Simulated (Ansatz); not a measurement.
# What strain does to In2O3 (R-3c)

In2O3 (R-3c) from a database of computed structures, relaxed with r2SCAN in the plane-wave code Ansatz. The symmetry is R-3c (No. 167, trigonal); conventional cell a = 5.508 Å, c = 14.560 Å, 12.75 Å³ an atom. In is surrounded by 6 O at 2.13–2.26 Å; O is surrounded by 4 In at 2.13–2.26 Å.

The axes x, y and z are those of this cell:
```yaml
crystal:
  lattice:
    - [2.75390, 1.58997, 4.85346]
    - [-2.75390, 1.58997, 4.85346]
    - [0.00000, -3.17994, 4.85346]
  atoms:
    - { symbol: In, position: [0.64292, 0.64292, 0.64292] }
    - { symbol: In, position: [0.85708, 0.85708, 0.85708] }
    - { symbol: In, position: [0.35708, 0.35708, 0.35708] }
    - { symbol: In, position: [0.14292, 0.14292, 0.14292] }
    - { symbol: O, position: [0.04659, 0.75000, 0.45341] }
    - { symbol: O, position: [0.75000, 0.45341, 0.04659] }
    - { symbol: O, position: [0.45341, 0.04659, 0.75000] }
    - { symbol: O, position: [0.95341, 0.25000, 0.54659] }
    - { symbol: O, position: [0.54659, 0.95341, 0.25000] }
    - { symbol: O, position: [0.25000, 0.54659, 0.95341] }
```

Unstrained: PBE gives an indirect gap of 1.221 eV, from k = (0, 0.193, -0.198) to Γ; the least direct gap is 1.271 eV at Γ. The r2SCAN gap is indirect, 1.798 eV (k = (0, 0.193, -0.198) to Γ), below the direct gap of 1.836 eV at Γ. With HSE06 the valence top lies at k = (0, 0.193, -0.198) and the conduction bottom at Γ, 2.729 eV higher; the smallest vertical gap, at Γ, is 2.740 eV. Least and direct gap differ so little that the kind isn't settled. Meshes: PBE 6×6×6, r2SCAN 6×6×6, HSE06 4×4×4. Strains are changes of length per length. After each strain the atoms were relaxed again with r2SCAN in this cell and within any symmetry left, so distortions that break it or need a larger cell weren't tested; points keep the names that they have in the unstrained zone. The values are computed, spin-unpolarised, and not measurements.

Changes of the least gap in eV (an overlap counts as a negative gap):
```json
{"strain": "epitaxial -3.0 % in the xy plane, free normal strain +3.31 %", "volume change (%)": "-2.8", "space group": "R-3c", "PBE": "+0.141", "r2SCAN": "+0.141", "HSE06": "+0.139", "energy rise, r2SCAN (meV/atom)": "24.4"}
{"strain": "epitaxial -2.0 % in the xy plane, free normal strain +2.19 %", "volume change (%)": "-1.9", "space group": "R-3c", "PBE": "+0.123", "r2SCAN": "+0.119", "HSE06": "+0.109", "energy rise, r2SCAN (meV/atom)": "10.7"}
{"strain": "epitaxial -1.0 % in the xy plane, free normal strain +1.08 %", "volume change (%)": "-0.9", "space group": "R-3c", "PBE": "+0.083", "r2SCAN": "+0.084", "HSE06": "+0.066", "energy rise, r2SCAN (meV/atom)": "2.7"}
{"strain": "epitaxial +1.0 % in the xy plane, free normal strain -1.02 %", "volume change (%)": "+1.0", "space group": "R-3c", "PBE": "-0.109", "r2SCAN": "-0.113", "HSE06": "-0.112", "energy rise, r2SCAN (meV/atom)": "2.6"}
{"strain": "epitaxial +2.0 % in the xy plane, free normal strain -2.00 %", "volume change (%)": "+2.0", "space group": "R-3c", "PBE": "-0.230", "r2SCAN": "-0.240", "HSE06": "-0.249", "energy rise, r2SCAN (meV/atom)": "10.3"}
{"strain": "epitaxial +3.0 % in the xy plane, free normal strain -2.96 %", "volume change (%)": "+2.9", "space group": "R-3c", "PBE": "-0.362", "r2SCAN": "-0.378", "HSE06": "-0.397", "energy rise, r2SCAN (meV/atom)": "23.0"}
```

Epitaxial -3.0 % in the xy plane, free normal strain +3.31 %. HSE06: the gap goes from 2.729 to 2.869 eV (+0.139 eV); least and direct gap lie within 0.04 eV, so its kind isn't settled. Stress change with r2SCAN, compression positive: xx +10.34, yy +10.34, zz +0.02 GPa.

Epitaxial -2.0 % in the xy plane, free normal strain +2.19 %. HSE06: the gap goes from 2.729 to 2.839 eV (+0.109 eV); least and direct gap lie within 0.04 eV, so its kind isn't settled. Stress change with r2SCAN, compression positive: xx +6.79, yy +6.79, zz -0.01 GPa.

Epitaxial -1.0 % in the xy plane, free normal strain +1.08 %. HSE06: the gap goes from 2.729 to 2.796 eV (+0.066 eV); least and direct gap lie within 0.04 eV, so its kind isn't settled. Stress change with r2SCAN, compression positive: xx +3.34, yy +3.34, zz -0.01 GPa.

Epitaxial +1.0 % in the xy plane, free normal strain -1.02 %. HSE06: the gap goes from 2.729 to 2.617 eV (-0.112 eV); the edges go from (0, 0.193, -0.198) → Γ to (0.010, 0.010, 0.302) → Γ. Stress change with r2SCAN, compression positive: xx -3.28, yy -3.28, zz -0.01 GPa.

Epitaxial +2.0 % in the xy plane, free normal strain -2.00 %. HSE06: the gap goes from 2.729 to 2.481 eV (-0.249 eV); the edges go from (0, 0.193, -0.198) → Γ to (-0.010, -0.010, 0.281) → Γ. Stress change with r2SCAN, compression positive: xx -6.43, yy -6.43, zz -0.03 GPa.

Epitaxial +3.0 % in the xy plane, free normal strain -2.96 %. HSE06: the gap goes from 2.729 to 2.333 eV (-0.397 eV); the edges go from (0, 0.193, -0.198) → Γ to (-0.021, -0.021, 0.260) → Γ. Stress change with r2SCAN, compression positive: xx -9.45, yy -9.45, zz +0.01 GPa.

Spin-orbit coupling is left out.

Where an edge lies off the special points, it is a point of the mesh or the k point where a search put PBE's edge or least direct gap, reused for the other functionals, whose own edges may lie a little apart.

Coordinates of k points refer to the reciprocal vectors of the primitive cell of the runs.

The meshes of the hybrids are coarse, so their gaps aren't converged to the digits shown.
